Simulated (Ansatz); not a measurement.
Crystal: TaN.

```
Ta N
1.0
     2.92177    0.00000    0.00000
    -1.46088    2.53033    0.00000
     0.00000    0.00000    5.91652
Ta N
2 2
Direct
  0.00000 0.00000 0.50000
  0.00000 0.00000 0.00000
  0.33333 0.66667 0.25000
  0.66667 0.33333 0.75000
```

The cell comes from a database or a generator and needn't be the stable form of this composition.

* Program: Ansatz 0.2.0
* Task: relaxation of cell and atoms
* Functional: RPBE
* Dispersion: D4
* Potentials or basis: Ansatz PAW
* Cutoff: 420 eV (not typed: the program's choice for these potentials)
* k mesh: 7 × 7 × 4
* Occupations: fermi-dirac, width 0.05 eV
* Spin: no spin polarisation

At the start: volume 10.94 Å³/atom.

**Question.** Where does the relaxation end?

**Answer.** It ends after 6 steps and the volume is 10.71 Å³/atom (-2.0 %); space group P6_3/mmc (No. 194, to 0.05 Å).

Step by step:
```tsv
step	energy change (eV)	largest force (eV/Å)	volume (Å³)
1	0.0000	0.0000	43.74
2	-0.0214	0.0000	42.93
3	-0.0217	0.0000	42.86
4	-0.0196	0.0000	42.86
5	-0.0196	0.0000	42.85
6	-0.0196	0.0000	42.85
```

Final structure:
```
Ta N
1.0
     2.89587    0.00000    0.00000
    -1.44794    2.50790    0.00000
     0.00000    0.00000    5.90054
Ta N
2 2
Direct
  0.00000 0.00000 0.50000
  0.00000 0.00000 0.00000
  0.33333 0.66667 0.25000
  0.66667 0.33333 0.75000
```

Caveat: the plane-wave basis is chosen anew once the cell has moved, so the energies of steps on either side of that aren't comparable; the pressure holds a Pulay correction of +0.4 GPa for the finite cutoff; pairwise dispersion overbinds metals, which lowers pressure and volume; the PAW data sets come from PBE, with cores solved anew for the run's functional, which leaves a small shift of forces and pressure.
